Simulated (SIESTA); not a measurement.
The system is CdS (Hawleyite).

```
Cd S
1.0
     5.83300    0.00000    0.00000
     0.00000    5.83300    0.00000
     0.00000    0.00000    5.83300
Cd S
4 4
Direct
  0.00000 0.00000 0.00000
  0.00000 0.50000 0.50000
  0.50000 0.00000 0.50000
  0.50000 0.50000 0.00000
  0.25000 0.25000 0.25000
  0.25000 0.75000 0.75000
  0.75000 0.75000 0.25000
  0.75000 0.25000 0.75000
```

Base run:

* Program: SIESTA 5.4.2
* Functional: PBEsol
* Potentials or basis: PseudoDojo 0.4 standard (PBEsol files)
* Basis: DZP (energy shift 0.003 Ry; two zetas on semicore shells)
* Grid cutoff: 800 Ry
* Energy shift: 0.003 Ry
* k mesh: 5 × 5 × 5
* Occupations: fermi-dirac, width 0.05 eV
* Spin: no spin polarisation

Its results: band gap on the k mesh 1.24 eV; pressure 0.0 GPa.

Question: The run is repeated on the same cell with these changes: functional from PBEsol to LDA; potentials or basis from PseudoDojo 0.4 standard (PBEsol files) to PseudoDojo 0.4 standard (LDA files). What comes out?

Answer: Band gap on the k mesh 1.12 eV; pressure -2.2 GPa.

Caveats: an odd mesh through Γ misses points on the zone boundary, where band edges often lie; the basis of atomic orbitals isn't converged, which shifts pressures, moduli and gaps.
